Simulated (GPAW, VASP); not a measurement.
This is a calculation of InPd for GPAW 26.7.0 (ASE script). The cell comes from a database or a generator and needn't be the stable form of this composition.

File run.py:

```python
from ase import Atoms
from ase.dft.bandgap import bandgap
from ase.io import write
from ase.units import Bohr, GPa
from gpaw import GPAW, PW
from gpaw.elf import elf_from_dft_calculation

atoms = Atoms(['In', 'Pd'],
              cell=[[3.27188478, 0.0, 0.0],
                    [0.0, 3.27188478, 0.0],
                    [0.0, 0.0, 3.27188478]],
              scaled_positions=[[0.0, 0.0, 0.0],
                                [0.5, 0.5, 0.5]],
              pbc=True)

calc = GPAW(mode=PW(600),
            xc='PBE',
            kpts={'size': (8, 8, 8), 'gamma': True},
            occupations={'name': 'methfessel-paxton', 'order': 0, 'width': 0.011},
            nbands=26,
            convergence={'density': 1e-05, 'energy': 1e-05},
            maxiter=150,
            txt='gpaw.txt')
atoms.calc = calc
energy = atoms.get_potential_energy()
forces = atoms.get_forces()
stress = atoms.get_stress()
calc.write('gs.gpw')
write('result.traj', atoms)
print(f'Energy: {energy:.6f} eV')
print('Forces (eV/A):')
print(forces.round(4))
print('Stress (GPa):', (stress / GPa).round(3))
print('Fermi level:', round(calc.get_fermi_level(), 4), 'eV')
print(f'Gap: {bandgap(calc)[0]:.4f} eV, direct: {bandgap(calc, direct=True)[0]:.4f} eV')

# fields on the real-space grid
write('density.cube', atoms, data=calc.get_pseudo_density() * Bohr**3)
write('potential.cube', atoms, data=calc.get_electrostatic_potential())
write('elf.cube', atoms, data=elf_from_dft_calculation(calc).data)
```

Potentials or basis: GPAW PAW data sets (gpaw-data 1.2.1), pw.

Command:

```bash
$ OMP_NUM_THREADS=1 python run.py
```

Task: Translate it to VASP 6.6.1. Potentials or basis there: PBE PAW files In_d, Pd, 520 eV.

Result: As run (cutoffs and basis follow the program's own potentials, and thresholds, step limits or extra output files can differ):

File INCAR:

```
SYSTEM = InPd
PREC = Accurate ; ENCUT = 520
EDIFF = 1E-6 ; ISMEAR = 0
SIGMA = 0.011 ; LREAL = .False.
LASPH = .True. ; NELM = 80
ALGO = Normal ; ISIF = 2
LWAVE = .False. ; LCHARG = .True.
GGA = PE ; LELF = .True.
LVHAR = .True.
```

File KPOINTS:

```
Automatic mesh
0
Gamma
  8 8 8
  0 0 0
```

File POSCAR:

```
InPd
1.0
    3.2718847800      0.0000000000      0.0000000000
    0.0000000000      3.2718847800      0.0000000000
    0.0000000000      0.0000000000      3.2718847800
In Pd
1 1
Direct
    0.0000000000      0.0000000000      0.0000000000
    0.5000000000      0.5000000000      0.5000000000
```

Potentials or basis: VASP PAW PBE potentials, release 64 (In_d, Pd).

Run with:

```console
$ cat potpaw_PBE.64/In_d/POTCAR potpaw_PBE.64/Pd/POTCAR > POTCAR
$ mpirun -np 1 vasp_std > vasp.out
```

Both were run:

|  | GPAW | VASP |
| --- | --- | --- |
| Pressure | 3.4 GPa | 3.8 GPa |

The potentials hold 29 and 23 valence electrons a cell.

Pressure is positive in compression.
